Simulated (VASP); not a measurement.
# Si in VASP: further runs

The runs below take Si through relaxation of the atoms, with PBE.

Program: VASP 6.6.1. These are calculated values, not measurements. Logs are shortened: lines on timing, memory, paths and dates and some standing lists are left out, and cuts for length are marked.

### 1 The slab as given

The cell holds a slab with vacuum, 12 atoms: a = 7.734 Å, b = 3.867 Å, c = 21.436 Å, α = 90.00°, β = 90.00°, γ = 90.00°.

The cell was built by a generator and needn't be a form met in nature.

### 2 Relaxation of the atoms, PBE

Contents of INCAR:

```
SYSTEM = Si
PREC = Accurate ; ENCUT = 520
EDIFF = 1E-6 ; ISMEAR = 0
SIGMA = 0.03 ; LREAL = .FALSE.
LASPH = .TRUE. ; NELM = 120
ALGO = Normal ; ISIF = 2
LWAVE = .FALSE. ; LCHARG = .FALSE.
LDIPOL = .TRUE. ; IDIPOL = 3
DIPOL = 0.5 0.5 0.500 ; GGA = PE
IBRION = 2 ; NSW = 90
EDIFFG = -0.01 ; ISYM = 0
KPAR = 4
```

Contents of KPOINTS:

```
regular mesh
0
G
  4 7 1
  0 0 0
```

Contents of POSCAR:

```
Si
1.0
    7.7337965900      0.0000000000      0.0000000000
    0.0000000000      3.8668983000      0.0000000000
    0.0000000000      0.0000000000     21.4357750000
Si
12
Direct
   -0.0930978700      0.0000000000      0.3545474800
    0.5930978700      1.0000000000      0.3265568900
    0.5000000000      0.5000000000      0.4043313100
    0.0000000000      0.5000000000      0.4043313100
    0.2500000000      0.5000000000      0.4681104400
    0.7500000000      0.5000000000      0.4681104400
    0.7500000000      1.0000000000      0.5318895600
    0.2500000000      0.0000000000      0.5318895600
    0.5000000000      0.0000000000      0.5956686900
    0.0000000000      0.0000000000      0.5956686900
   -0.0930978700      0.5000000000      0.6454525200
    0.5930978700      0.5000000000      0.6734431100
```

Potentials or basis: VASP PAW PBE potentials, release 64 (Si).

Started as:

```
> cat potpaw_PBE.64/Si/POTCAR > POTCAR
> mpirun -np 4 vasp_std > vasp.out
```

OUTCAR:

```text
SYSTEM = Si
   PREC = Accurate
   ENCUT = 520
   EDIFF = 1E-6
   ISMEAR = 0
   LREAL = .FALSE.
   LASPH = .TRUE.
   NELM = 120
   ISIF = 2
   GGA = PE
   IBRION = 2
   NSW = 90
   EDIFFG = -0.01
   ISYM = 0

 ion  position               nearest neighbor table
   1  0.907  0.000  0.355-   4 2.32   4 2.32   2 2.50
   2  0.593  0.000  0.327-   1 2.50   3 2.65   3 2.65
   3  0.500  0.500  0.404-   5 2.37   6 2.37   2 2.65   2 2.65
   4  0.000  0.500  0.404-   1 2.32   1 2.32   6 2.37   5 2.37
   5  0.250  0.500  0.468-   8 2.37   8 2.37   3 2.37   4 2.37
   6  0.750  0.500  0.468-   7 2.37   7 2.37   3 2.37   4 2.37
   7  0.750  0.000  0.532-   6 2.37   6 2.37  10 2.37   9 2.37
   8  0.250  0.000  0.532-   5 2.37   5 2.37  10 2.37   9 2.37
   9  0.500  0.000  0.596-   7 2.37   8 2.37  12 2.65  12 2.65
  10  0.000  0.000  0.596-  11 2.32  11 2.32   7 2.37   8 2.37
  11  0.907  0.500  0.645-  10 2.32  10 2.32  12 2.50
  12  0.593  0.500  0.673-  11 2.50   9 2.65   9 2.65

IMPORTANT INFORMATION: All symmetrisations will be switched off!
NOSYMM: (Re-)initialisation of all symmetry stuff for point group C_1.

----------------------------------------------------------------------------------------

                                     Primitive cell

  volume of cell :     641.0541

  direct lattice vectors                    reciprocal lattice vectors
     7.733796590  0.000000000  0.000000000     0.129302599  0.000000000  0.000000000
     0.000000000  3.866898300  0.000000000     0.000000000  0.258605198  0.000000000
     0.000000000  0.000000000 21.435775000     0.000000000  0.000000000  0.046650984

  length of vectors
     7.733796590  3.866898300 21.435775000     0.129302599  0.258605198  0.046650984

  position of ions in fractional coordinates (direct lattice)
     0.906902130  0.000000000  0.354547480
     0.593097870  0.000000000  0.326556890
     0.500000000  0.500000000  0.404331310
     0.000000000  0.500000000  0.404331310
     0.250000000  0.500000000  0.468110440
     0.750000000  0.500000000  0.468110440
     0.750000000  0.000000000  0.531889560
     0.250000000  0.000000000  0.531889560
     0.500000000  0.000000000  0.595668690
     0.000000000  0.000000000  0.595668690
     0.906902130  0.500000000  0.645452520
     0.593097870  0.500000000  0.673443110

  ion indices of the primitive-cell ions
   primitive index   ion index
                 1           1
                 2           2
                 3           3
                 4           4
                 5           5
                 6           6
                 7           7
                 8           8
                 9           9
                10          10
                11          11
                12          12

----------------------------------------------------------------------------------------

 KPOINTS: regular mesh

Automatic generation of k-mesh.
 Grid dimensions read from file:
 generate k-points for:    4    7    1

 Generating k-lattice:

  Cartesian coordinates                     Fractional coordinates (reciprocal lattice)
     0.032325650  0.000000000  0.000000000     0.250000000  0.000000000  0.000000000
     0.000000000  0.036943600  0.000000000     0.000000000  0.142857143  0.000000000
     0.000000000  0.000000000  0.046650984     0.000000000  0.000000000  1.000000000

  Length of vectors
     0.032325650  0.036943600  0.046650984

  Shift w.r.t. Gamma in fractional coordinates (k-lattice)
     0.000000000  0.000000000  0.000000000

 Subroutine IBZKPT returns following result:
 ===========================================

 Found     15 irreducible k-points:

 Following reciprocal coordinates:
            Coordinates               Weight
  0.000000  0.000000  0.000000      1.000000
  0.250000  0.000000  0.000000      2.000000
  0.500000  0.000000  0.000000      1.000000
  0.000000  0.142857  0.000000      2.000000
  0.250000  0.142857  0.000000      2.000000
 -0.250000  0.142857  0.000000      2.000000
  0.500000  0.142857  0.000000      2.000000
  0.000000  0.285714  0.000000      2.000000
  0.250000  0.285714  0.000000      2.000000
 -0.250000  0.285714  0.000000      2.000000
  0.500000  0.285714  0.000000      2.000000
  0.000000  0.428571  0.000000      2.000000
  0.250000  0.428571  0.000000      2.000000
 -0.250000  0.428571  0.000000      2.000000
  0.500000  0.428571  0.000000      2.000000
   k-points           NKPTS =     15   k-points in BZ     NKDIM =     15   number of bands    NBANDS=     31
   number of dos      NEDOS =    301   number of ions     NIONS =     12
   total plane-waves  NPLWV = 288000
   dimension x,y,z NGX =    60 NGY =   30 NGZ =  160
   dimension x,y,z NGXF=   120 NGYF=   60 NGZF=  320
   ions per type =              12
   NGX,Y,Z   is equivalent  to a cutoff of  12.90, 12.90, 12.41 a.u.
   NGXF,Y,Z  is equivalent  to a cutoff of  25.80, 25.80, 24.82 a.u.
 SYSTEM =  Si
   PREC   = accura    normal or accurate (medium, high low for compatibility)
   ISTART =      0    job   : 0-new  1-cont  2-samecut
   ICHARG =      2    charge: 1-file 2-atom 10-const
   ISPIN  =      1    spin polarized calculation?
   LNONCOLLINEAR =      F non collinear calculations
   LSORBIT =      F    spin-orbit coupling
   LASPH  =      T    aspherical Exc in radial PAW
   ENCUT  =  520.0 eV  38.22 Ry    6.18 a.u.  14.38  7.19 39.86*2*pi/ulx,y,z
   NELM   =    120;   NELMIN=  2; NELMDL= -5     # of ELM steps
   EDIFF  = 0.1E-05   stopping-criterion for ELM
   LREAL  =      F    real-space projection
   EDIFFG = -.1E-01   stopping-criterion for IOM
   NSW    =     90    number of steps for IOM
   IBRION =      2    ionic relax: 0-MD 1-quasi-New 2-CG
   NFREE  =      1    steps in history (QN), initial steepest desc. (CG)
   ISIF   =      2    stress and relaxation
   ISYM   =      0    0-nonsym 1-usesym 2-fastsym
   POTIM  = 0.5000    time-step for ionic-motion
   TEBEG  =    0.0;   TEEND  =   0.0 temperature during run
   PSTRESS=    0.0 pullay stress
   NELECT =      48.0000    total number of electrons
   NUPDOWN=      -1.0000    fix difference up-down
   EMIN   =  10.00;   EMAX   =-10.00  energy-range for DOS
   EFERMI =   0.00;   METHOD = LEGACY
   ISMEAR =     0;   SIGMA  =   0.03  broadening in eV -4-tet -1-fermi 0-gaus
   EFERMI_NEDOS =   21; number of points for ismear=-14 and -15
   IALGO  =     38    algorithm
   IMIX   =      4    mixing-type and parameters
     AMIX     =   0.40;   BMIX     =  1.00
     AMIX_MAG =   1.60;   BMIX_MAG =  1.00
  volume/ion in A,a.u.               =      53.42       360.50
  Fermi-wavevector in a.u.,A,eV,Ry     =   0.690013  1.303935  6.477970  0.476117
  Thomas-Fermi vector in A             =   1.771260
   LORBIT       =      0    0 simple, 1 ext, 2 COOP (PROOUT), +10 PAW based schemes
   GGA     = PE    functional components
   LHFCALC =     F    Hartree Fock is set to
   AEXX    =    0.0000 exact exchange contribution
   IVDW    =     0    specifies the selected vdW correction
   LEPSILON=     F    determine dielectric tensor
   LRPA    =     F    only Hartree local field effects (RPA)
 conjugate gradient relaxation of ions
 non-spin polarized calculation
 Gauss-broadening in eV      SIGMA  =   0.03
  energy-cutoff  :      520.00
  volume of cell :      641.05
 maximum number of plane-waves:     17306
 NGX is ok and might be reduce to    60
   NGX = 29   NGY = 15   NGZ = 79

--------------------------------------- Ionic step        1  -------------------------------------------

 number of electron      47.9999996 magnetization

 Free energy of the ion-electron system (eV)
  ---------------------------------------------------
  ext. energy  EPLUGINS =         0.00000000
  ---------------------------------------------------
  free energy    TOTEN  =       -58.83964531 eV

  energy without entropy =      -58.83689615  energy(sigma->0) =      -58.83827073

------------------------ aborting loop because EDIFF is reached ----------------------------------------

  FORCE on cell =-STRESS in cart. coord.  units (eV):
  Direction    XX          YY          ZZ          XY          YZ          ZX
  --------------------------------------------------------------------------------------
  -------------------------------------------------------------------------------------
  Total       -5.1914397     -6.3033234     -2.9798696     -0.0000002     -0.0000002      0.0000020
  in kB      -12.9748907    -15.7538057     -7.4475455     -0.0000006     -0.0000005      0.0000050
  external PRESSURE =     -12.0587473 kB  Pullay stress =       0.0000000 kB
[... 119 lines left out ...]
  FREE ENERGIE OF THE ION-ELECTRON SYSTEM (eV)
  ---------------------------------------------------
  free  energy   TOTEN  =       -59.4527909991 eV

  energy  without entropy=      -59.4462223511  energy(sigma->0) =      -59.44950668

[... ionic steps 4 to 24 ...]

--------------------------------------- Ionic step       25  -------------------------------------------

 number of electron      47.9999997 magnetization

------------------------ aborting loop because EDIFF is reached ----------------------------------------
[... 81 lines left out ...]
  FREE ENERGIE OF THE ION-ELECTRON SYSTEM (eV)
  ---------------------------------------------------
  free  energy   TOTEN  =       -60.0995531943 eV

  energy  without entropy=      -60.0995531943  energy(sigma->0) =      -60.09955319

 dipolmoment           0.000000      0.000000      0.000009 electrons x Angstroem

--------------------------------------- Ionic step       27  -------------------------------------------

 number of electron      47.9999997 magnetization

 dipolmoment           0.000000      0.000000     -0.000018 electrons x Angstroem

 Free energy of the ion-electron system (eV)
  ---------------------------------------------------
  ext. energy  EPLUGINS =         0.00000000
  ---------------------------------------------------
  free energy    TOTEN  =       -60.09961446 eV

  energy without entropy =      -60.09961446  energy(sigma->0) =      -60.09961446

 E-fermi :  -0.6996     XC(G=0):  -4.2523

 val. band max:       -0.8473410939   @ k =   0.5000   0.1429   0.0000
 cond. band min:      -0.5513609716   @ k =   0.0000   0.4286   0.0000
 fundamental gap:      0.2959801223
 Fermi energy:        -0.6996338685

 k-point     1 :       0.0000    0.0000    0.0000
  band No.  band energies     occupation
      1     -12.8818      2.00000
      2     -12.0377      2.00000
      3     -10.8821      2.00000
      4     -10.1594      2.00000
      5      -9.9326      2.00000
      6      -9.6555      2.00000
[... 499 lines left out ...]
     30       1.1897      0.00000
     31       2.1278      0.00000

------------------------ aborting loop because EDIFF is reached ----------------------------------------

 vacuum level on the upper side and lower side of the slab       (xc-potential included)        -0.009        -0.009

  FORCE on cell =-STRESS in cart. coord.  units (eV):
  Direction    XX          YY          ZZ          XY          YZ          ZX
  --------------------------------------------------------------------------------------
  -------------------------------------------------------------------------------------
  Total       -4.9293358      1.4361417      0.0290545     -0.0000000     -0.0000000      0.0000398
  in kB      -12.3198182      3.5893284      0.0726155     -0.0000000     -0.0000000      0.0000996
  external PRESSURE =      -2.8859581 kB  Pullay stress =       0.0000000 kB
[... 27 lines left out ...]
  FREE ENERGIE OF THE ION-ELECTRON SYSTEM (eV)
  ---------------------------------------------------
  free  energy   TOTEN  =       -60.0996144595 eV

  energy  without entropy=      -60.0996144595  energy(sigma->0) =      -60.09961446

 reached required accuracy - stopping structural energy minimisation

 vacuum level on the upper side and lower side of the slab         4.097         4.097
```

Wall time 25 min (4 MPI ranks of Intel Xeon Platinum 8559C (Emerald Rapids), shared host); peak memory 0.78 GiB.

What came out:

| Item | Value |
| --- | --- |
| Free energy | -60.0996 eV |
| Energy gained by relaxing | 105.0 meV/atom |
| Ionic steps | 27 |
| Largest force after relaxing | 0.010 eV/Å |
| Band gap on the k mesh | 0.30 eV, indirect (least direct gap 0.53 eV) |

Forces in eV/Å, atoms in the order of the input:
```
Si  -0.005  0.000 -0.008
Si   0.001  0.000  0.000
Si   0.001  0.000  0.005
Si   0.002  0.000 -0.008
Si   0.000  0.000  0.009
Si   0.000  0.000 -0.005
Si   0.000  0.000  0.005
Si   0.000  0.000 -0.009
Si   0.001  0.000 -0.005
Si   0.002  0.000  0.008
Si  -0.005  0.000  0.008
Si   0.001  0.000  0.000
```

Step by step:
```csv
step,energy change (eV),largest force (eV/Å),pressure (GPa)
1,0.0000,1.4610,-1.21
2,-0.3272,0.9536,-1.25
3,-0.6131,1.2057,-0.93
4,-0.6527,1.0140,-1.10
5,-0.8570,0.6020,-0.97
6,-0.8752,0.8351,-0.89
7,-0.9719,0.4881,-0.84
8,-1.0032,0.4580,-0.77
9,-1.0678,0.4606,-0.72
10,-1.1875,0.5232,-0.57
11,-1.2399,0.2058,-0.48
12,-1.2400,0.2017,-0.48
13,-1.2510,0.1065,-0.44
14,-1.2516,0.1309,-0.43
15,-1.2562,0.0640,-0.40
16,-1.2564,0.0763,-0.39
17,-1.2576,0.0355,-0.38
18,-1.2577,0.0502,-0.38
19,-1.2586,0.0334,-0.37
20,-1.2587,0.0409,-0.37
21,-1.2593,0.0326,-0.34
22,-1.2593,0.0364,-0.34
23,-1.2597,0.0223,-0.31
24,-1.2597,0.0264,-0.30
25,-1.2599,0.0188,-0.29
26,-1.2599,0.0172,-0.29
27,-1.2600,0.0097,-0.29
```

Final structure:
```xyz
12
Lattice="7.7338 0.0000 0.0000 0.0000 3.8669 0.0000 0.0000 0.0000 21.4358" Properties=species:S:1:pos:R:3 pbc="T T T"
Si    6.6652    3.8669    7.9971
Si    4.4492    3.8669    7.2329
Si    4.0424    1.9334    8.6100
Si    0.0891    1.9334    8.6238
Si    2.0694    1.9334   10.0042
Si    5.8861    1.9334   10.0652
Si    5.8861    0.0000   11.3706
Si    2.0695    0.0000   11.4315
Si    4.0424    0.0000   12.8257
Si    0.0891    0.0000   12.8120
Si    6.6652    1.9334   13.4386
Si    4.4492    1.9334   14.2029
```

Levels at points of the mesh, in eV from the valence-band top:
| k point | band 22 | band 23 | band 24 | band 25 | band 26 | band 27 |
| --- | --- | --- | --- | --- | --- | --- |
| (0.00, 0.00, 0.00) | -0.74 | -0.58 | -0.23 | 0.45 | 0.65 | 0.75 |
| (0.50, 0.00, 0.00) | -0.63 | -0.38 | -0.12 | 0.41 | 0.55 | 1.23 |

### 3 Relaxation of the atoms, PBE

Contents of INCAR:

```
  PREC = Accurate
  ENCUT = 520
  EDIFF = 1E-7
  ISMEAR = 0
  SIGMA = 0.03
  LREAL = False
  LASPH = True
  NELM = 120
  ALGO = Normal
  ISIF = 2
  LWAVE = False
  LCHARG = False
  LDIPOL = True
  IDIPOL = 3
  DIPOL = 0.5 0.5 0.500
  GGA = PE
  IBRION = 2
  NSW = 90
  EDIFFG = -0.01
  ISYM = 0
  KPAR = 4
```

Contents of KPOINTS:

```
Automatic mesh
0
Gamma
  4 7 1
```

POSCAR is that of step 2.

Potentials or basis: VASP PAW PBE potentials, release 64 (Si).

Started as:

```
> cat potpaw_PBE.64/Si/POTCAR > POTCAR
> mpirun -np 4 vasp_std > vasp.out
```

Run time: 33 min. Hardware: 4 MPI ranks of Intel Xeon Platinum 8488C (Sapphire Rapids), shared host; peak memory 0.78 GiB.

The run converged. Its results:

```
Free energy                  : -60.0996 eV
Energy gained by relaxing    : 105.0 meV/atom
Ionic steps                  : 27
Largest force after relaxing : 0.010 eV/Å
Band gap on the k mesh       : 0.30 eV, indirect (least direct gap 0.53 eV)
```

Forces on the atoms (eV/Å):
```
Si  -0.005  0.000 -0.008
Si   0.001  0.000  0.000
Si   0.002  0.000  0.005
Si   0.003  0.000 -0.009
Si   0.000  0.000  0.009
Si   0.000  0.000 -0.005
Si   0.000  0.000  0.005
Si   0.000  0.000 -0.009
Si   0.002  0.000 -0.005
Si   0.003  0.000  0.008
Si  -0.005  0.000  0.008
Si   0.001  0.000  0.000
```

The path:
| step | energy change (eV) | largest force (eV/Å) | pressure (GPa) |
| --- | --- | --- | --- |
| 1 | 0.0000 | 1.4610 | -1.21 |
| 2 | -0.3272 | 0.9535 | -1.25 |
| 3 | -0.6132 | 1.2057 | -0.93 |
| 4 | -0.6527 | 1.0137 | -1.10 |
| 5 | -0.8570 | 0.6021 | -0.97 |
| 6 | -0.8752 | 0.8351 | -0.89 |
| 7 | -0.9718 | 0.4880 | -0.84 |
| 8 | -1.0031 | 0.4581 | -0.77 |
| 9 | -1.0677 | 0.4606 | -0.72 |
| 10 | -1.1874 | 0.5229 | -0.57 |
| 11 | -1.2399 | 0.2055 | -0.48 |
| 12 | -1.2399 | 0.2017 | -0.48 |
| 13 | -1.2510 | 0.1062 | -0.44 |
| 14 | -1.2516 | 0.1314 | -0.43 |
| 15 | -1.2562 | 0.0644 | -0.40 |
| 16 | -1.2564 | 0.0773 | -0.39 |
| 17 | -1.2576 | 0.0356 | -0.38 |
| 18 | -1.2577 | 0.0502 | -0.38 |
| 19 | -1.2586 | 0.0333 | -0.37 |
| 20 | -1.2587 | 0.0409 | -0.37 |
| 21 | -1.2593 | 0.0318 | -0.34 |
| 22 | -1.2593 | 0.0360 | -0.34 |
| 23 | -1.2597 | 0.0227 | -0.31 |
| 24 | -1.2597 | 0.0267 | -0.30 |
| 25 | -1.2599 | 0.0191 | -0.29 |
| 26 | -1.2599 | 0.0173 | -0.29 |
| 27 | -1.2600 | 0.0098 | -0.29 |

Final structure:
```yaml
crystal:
  lattice:
    - [7.73380, 0.00000, 0.00000]
    - [0.00000, 3.86690, 0.00000]
    - [0.00000, 0.00000, 21.43577]
  atoms:
    - { symbol: Si, position: [0.86183, 0.00000, 0.37307] }
    - { symbol: Si, position: [0.57530, 0.00000, 0.33743] }
    - { symbol: Si, position: [0.52268, 0.50000, 0.40167] }
    - { symbol: Si, position: [0.01152, 0.50000, 0.40231] }
    - { symbol: Si, position: [0.26758, 0.50000, 0.46671] }
    - { symbol: Si, position: [0.76110, 0.50000, 0.46955] }
    - { symbol: Si, position: [0.76110, 0.00000, 0.53045] }
    - { symbol: Si, position: [0.26758, 0.00000, 0.53329] }
    - { symbol: Si, position: [0.52268, 0.00000, 0.59833] }
    - { symbol: Si, position: [0.01152, 0.00000, 0.59769] }
    - { symbol: Si, position: [0.86183, 0.50000, 0.62693] }
    - { symbol: Si, position: [0.57530, 0.50000, 0.66257] }
```

Levels at points of the mesh, in eV from the valence-band top:
| k point | band 22 | band 23 | band 24 | band 25 | band 26 | band 27 |
| --- | --- | --- | --- | --- | --- | --- |
| (0.00, 0.00, 0.00) | -0.74 | -0.58 | -0.23 | 0.45 | 0.65 | 0.74 |
| (0.50, 0.00, 0.00) | -0.63 | -0.38 | -0.12 | 0.41 | 0.55 | 1.23 |

As with any semilocal functional, this PBE gap is likely too small.
